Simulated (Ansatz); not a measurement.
This is a band-structure calculation with the PAW code Ansatz on a 12-atom cell of TiO2 built on monoclinic HfO2 (relaxed group P2_1/c); the level of theory is PBE. The cell was relaxed beforehand with r2SCAN.

```yaml
crystal:
  lattice:
    - [4.8034638742, 0.0, -0.018477579]
    - [0.0, 4.8665845341, 0.0]
    - [-0.8448343849, 0.0, 4.9689819188]
  atoms:
    - { symbol: Ti, position: [0.2770109266, 0.4454957368, 0.7145491956] }
    - { symbol: Ti, position: [0.7229890734, 0.9454957368, 0.7854508044] }
    - { symbol: Ti, position: [0.7229890734, 0.5545042632, 0.2854508044] }
    - { symbol: Ti, position: [0.2770109266, 0.0545042632, 0.2145491956] }
    - { symbol: O, position: [0.4463089557, 0.7419958939, 0.9634471535] }
    - { symbol: O, position: [0.5536910443, 0.2419958939, 0.5365528465] }
    - { symbol: O, position: [0.5536910443, 0.2580041061, 0.0365528465] }
    - { symbol: O, position: [0.4463089557, 0.7580041061, 0.4634471535] }
    - { symbol: O, position: [0.0635758105, 0.3224640599, 0.3521157703] }
    - { symbol: O, position: [0.9364241895, 0.8224640599, 0.1478842297] }
    - { symbol: O, position: [0.9364241895, 0.6775359401, 0.6478842297] }
    - { symbol: O, position: [0.0635758105, 0.1775359401, 0.8521157703] }
kpoints:
  mp_grid: { grid: [6, 6, 6] }
  band_path:
    path:
      - [0.0, 0.0, 0.0]
      - [5.416206791465e-37, 0.5, 1.793210500125e-18]
      - [4.459162519641e-19, 0.5, 0.5]
      - [4.459162519641e-19, 1.105512044719e-34, 0.5]
      - [0.0, 0.0, 0.0]
      - [-0.5, 1.013567737726e-20, 0.5]
      - [-0.5, 0.5, 0.5]
      - [5.416206791465e-37, 0.5, 1.793210500125e-18]
      - [-0.5, 0.5, -7.709604383698e-17]
      - [-0.5, 1.013567737726e-20, -7.709604383698e-17]
      - [0.0, 0.0, 0.0]
    npoints: 10
hamiltonian:
  xc: pbe
scf:
  occupations: { method: fermi_dirac, width: 0.02 }
  n_extra_bands: 7
output:
  forces: true
  stress: true
  eigenvalues: true
```

The output follows, shortened, with numbered blanks.
```
Pseudopotential: Ti, paw, valence charge 12, recommended cutoff 420 eV (normal)
Pseudopotential: O, paw, valence charge 6, recommended cutoff 420 eV (normal)
Functional definition: PBE
Crystal: 12 atoms, lattice volume = 116.081 Å³
Basis set: ecut = 420 eV, 2279 PW (Γ)
Bands: 55, of which v1, the nominal top of the filled ones, is band 48 counted from 1 (47 counted from 0)
Symmetry: 4 space group operations
Space group: P21/c (ITA 14)
k-points: 80 of 216
SCF 1 converged in 8 iterations: F = -14554.178278 eV  dr2 = 3.66e-8
SCF converged after 8 iterations
Free energy (F): -14554.178278 eV
Fermi energy:    11.472841 eV
--- Per-component energies (eV) ---
  E_band       = -658.342355
  E_kinetic    = 2500.351537
  E_local      = -5703.286484
  E_nonlocal   = 395.183884
  E_hartree    = 2176.963969
  E_xc         = -987.744570
  E_vxc        = -1251.390515
  E_paw        = -5445.016947
  E_vpaw       = -953.142499
  E_ewald      = -7490.650048
--- Forces (eV/Å), atoms counted from 1 ---
  atom   1  Ti      0.06781    -0.00432      0.05240
  atom   2  Ti    -0.06781    -0.00432    -0.05240
  atom   3  Ti    -0.06781      0.00432    -0.05240
  atom   4  Ti      0.06781      0.00432      0.05240
  atom   5  O     -0.08148      0.00684      0.02827
  atom   6  O       0.08148      0.00684    -0.02827
  atom   7  O       0.08148    -0.00684    -0.02827
  atom   8  O     -0.08148    -0.00684      0.02827
  atom   9  O     -0.05731      0.00026    -0.04674
  atom  10  O       0.05731      0.00026      0.04674
  atom  11  O       0.05731    -0.00026      0.04674
  atom  12  O     -0.05731    -0.00026    -0.04674
--- Stress (GPa, compression-positive) ---
[1]
--- Band table (eV; the first three rows and the last of 80) ---
  k-point 0: bands = […, 9.0446, 9.2509, 9.6063, 9.7171, 10.2481, 10.3125, 12.7707, 12.8913, 13.2446, 13.3612, …]
  k-point 1: bands = […, 9.0512, 9.1211, 9.4918, 9.6323, 10.1097, 10.2279, 12.7757, 12.9642, 13.2169, 13.3266, …]
  k-point 2: bands = […, 8.7330, 9.1177, 9.2321, 9.6631, 9.7268, 10.0673, 12.8387, 13.1136, 13.1359, 13.2543, …]
  k-point 79: bands = […, 8.8791, 8.8791, 9.1224, 9.1224, 9.3724, 9.3724, 12.9145, 12.9145, 13.2425, 13.2425, …]
```

Task: Fill in the blanks. They hold the stress.

Result:
```
[1]
        5.680942       0.000000       0.052175
        0.000000       5.600657       0.000000
        0.052176       0.000000       5.514443
  P = ⅓ Tr σ = 5.5987 GPa (55.987 kbar)
```

Levels along the path, in eV from the valence top (v1 is the last filled band, c1 the first empty one):
```csv
point,distance (1/Å),v3,v2,v1,c1,c2
Γ,0.00,-0.60,-0.06,0.00,2.46,2.58
·,0.32,-0.82,-0.26,-0.12,2.64,2.86
Z,0.65,-0.96,-0.37,-0.37,2.87,2.87
·,0.96,-1.04,-0.56,-0.56,2.82,2.82
D,1.28,-1.12,-0.87,-0.87,2.71,2.71
·,1.60,-1.12,-0.63,-0.63,2.73,2.73
B,1.92,-1.08,-0.42,-0.42,2.66,2.66
·,2.24,-0.64,-0.39,-0.16,2.48,2.73
Γ,2.56,-0.60,-0.06,0.00,2.46,2.58
·,2.97,-0.72,-0.52,-0.28,2.62,2.64
A,3.39,-1.08,-0.66,-0.66,2.39,2.39
·,3.71,-1.11,-0.76,-0.76,2.45,2.45
E,4.04,-1.19,-0.94,-0.94,2.60,2.60
·,4.45,-1.27,-0.68,-0.68,2.69,2.69
Z,4.87,-0.96,-0.37,-0.37,2.87,2.87
·,5.20,-1.02,-0.70,-0.70,2.86,2.86
C₂,5.54,-0.97,-0.78,-0.78,2.72,2.72
·,5.86,-0.83,-0.83,-0.48,2.57,2.71
Y₂,6.18,-0.78,-0.53,-0.11,2.33,2.89
·,6.51,-0.65,-0.61,-0.07,2.57,2.71
Γ,6.84,-0.60,-0.06,0.00,2.46,2.58
```

It took 28 s on 1 × NVIDIA H100 80GB HBM3 with 2 threads of AMD EPYC 7R13 Processor (Zen 3), on a shared host, load about 2.5 per core; peak host memory 1.3 GiB.

Computed, not measured; no magnetism was allowed, and whether the structure is a known phase isn't checked.
